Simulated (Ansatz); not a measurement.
## Te2Mo under changes of volume

One of the cells (133.495 Å³/atom); the others are scaled copies at fixed shape and fractional positions:

```
Te Mo
1.0
     6.36161    0.00000    0.00000
     0.00000    3.48040    0.00000
    -0.08574    0.00000   36.17589
Te Mo
4 2
Cartesian
  2.6844 2.6103 19.5604
  3.5915 0.8701 16.6155
  5.8104 0.8701 20.1329
  0.4655 2.6103 16.0430
  1.1110 0.8701 17.9963
  5.1649 2.6103 18.1796
```

```yaml
Program: Ansatz 0.2.0
Functional: PBE
Potentials_or_basis: all-electron LAPW, scalar-relativistic
Cutoff: 266 eV (chosen from the basis error)
Basis_error_allowed: 0.001 eV/atom
k_mesh: 4 × 8 × 1
Occupations: fermi-dirac, width 0.05 eV
Spin: no spin polarisation
```

```csv
volume (Å³/atom),energy over the lowest point (meV/atom),largest force (eV/Å)
125.485,37.12,1.362
128.155,17.38,0.961
130.825,5.27,0.591
133.495,0.00,0.251
136.165,?,?
138.835,7.16,0.352
141.505,18.39,0.619
```

Problem. What does the run at 136.165 Å³/atom give?

Solution. Energy over the lowest point 0.84 meV/atom; largest force 0.116 eV/Å.

Worked out: A Birch-Murnaghan fit of order 3 (a polynomial in V^(-2/3)) to the other rows has its minimum at 134.43 Å³/atom with B0 = V·E''(V) = 17.8 GPa and B' = 4.5 at fixed shape and positions, which overstates the stiffness. It gives 0.84 meV/atom at 136.165 Å³/atom, against the run's 0.84.

Energies are extrapolated to zero smearing.
